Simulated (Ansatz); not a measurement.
# Gallium, dhcp under RPBE: ground state and equation of state

Aim: take gallium in the dhcp structure, relax it, solve it on a dense k-mesh, then scale the cell to 7 volumes from 88 to 112 % of the relaxed one and try a fit of the equation of state. Spin polarisation is left out. The k-meshes are 12×12×4 for the relaxation; 16×16×5 for the dense run; 13×13×4 for the volumes.

Computed with Ansatz 0.2.0 (DFT RPBE, plane waves (420 eV) with PAW, scalar-relativistic; PAW files made under PBE, frozen cores solved again for the functional, unless a step says otherwise).

### Step 1. The starting structure

The structure is hexagonal, space group P6_3/mmc (No. 194). Conventional cell: a = 3.026 Å, b = 3.026 Å, c = 9.883 Å, α = 90.00°, β = 90.00°, γ = 120.00°. Ga (site symmetry -3m) has 12 Ga at 3.03 Å as nearest neighbours. Ga (site symmetry -6m2) is surrounded by 12 Ga at 3.03 Å.

Coordinates:

```xyz
4
Lattice="3.0261 0.0000 0.0000 -1.5131 2.6207 0.0000 0.0000 0.0000 9.8833" Properties=species:S:1:pos:R:3 pbc="T T T"
Ga    0.0000    0.0000    0.0000
Ga    0.0000    0.0000    4.9417
Ga    0.0000    1.7471    2.4708
Ga    1.5131    0.8736    7.4125
```

### Step 2. Relaxing cell and atoms

Contents of input.yaml:

```yaml
crystal:
  lattice:
    - [3.0261186087, 0.0, 0.0]
    - [-1.5130593044, 2.62069559, 0.0]
    - [0.0, 0.0, 9.8833033761]
  atoms:
    - { symbol: Ga, position: [0.0, 0.0, 0.0] }
    - { symbol: Ga, position: [0.0, 0.0, 0.5] }
    - { symbol: Ga, position: [0.3333333333, 0.6666666667, 0.25] }
    - { symbol: Ga, position: [0.6666666667, 0.3333333333, 0.75] }
hamiltonian:
  xc: rpbe
  pseudopotentials:
    kind: paw
    azcp:
      Ga: "pseudopotentials/Ga.paw.azcp"
basis:
  ecutwfc: 420
  fft_grid_basis: typed
kpoints:
  mp_grid: { grid: [12, 12, 4], shift: [0, 0, 0] }
magnetization:
  spin_polarized: false
scf:
  occupations: { method: fermi_dirac, width: 0.1 }
relax:
  max_steps: 60
  f_tol: 0.01
  cell: {}
output:
  write_density: true
  write_potential: true
  elf: true
  volumetric_format: npy
```

Further steps of the session: Dense single point; The cell scaled to 88 % of its volume; The cell scaled to 92 % of its volume; The cell scaled to 96 % of its volume; The cell scaled to 100 % of its volume; The cell scaled to 104 % of its volume; The cell scaled to 108 % of its volume; The cell scaled to 112 % of its volume.

Q: Predict the outcome of this session. Wanted: space group; conventional cell; volume; shortest distance; gap on the mesh; relative to alpha-Ga; V₀, B₀, B₀′.

As calculated:

| quantity | value |
| --- | --- |
| space group (spins left aside) | P6_3/mmc (No. 194) |
| conventional cell | a = 3.031 Å, c = 9.899 Å (c/a = 3.265) |
| volume | 19.695 Å³/atom |
| shortest distance | 3.031 Å |
| gap on the mesh | none (levels filled in part) |
| relative to alpha-Ga (Cmce) | +18 meV/atom |
| V₀, B₀, B₀′ | 19.698 Å³/atom, 43 GPa, 4.8 |

In words: The relaxation enlarged the cell by 0.5 % in volume. It lies 18 meV/atom above the element's reference form at the same level (alpha-Ga (Cmce), from a run of its own). No gap shows: it is a metal or semimetal at this level. The fitted modulus is 43 GPa; letting shape and positions relax at each volume could only lower it. Relaxation kept the symmetry; phonons were not checked.
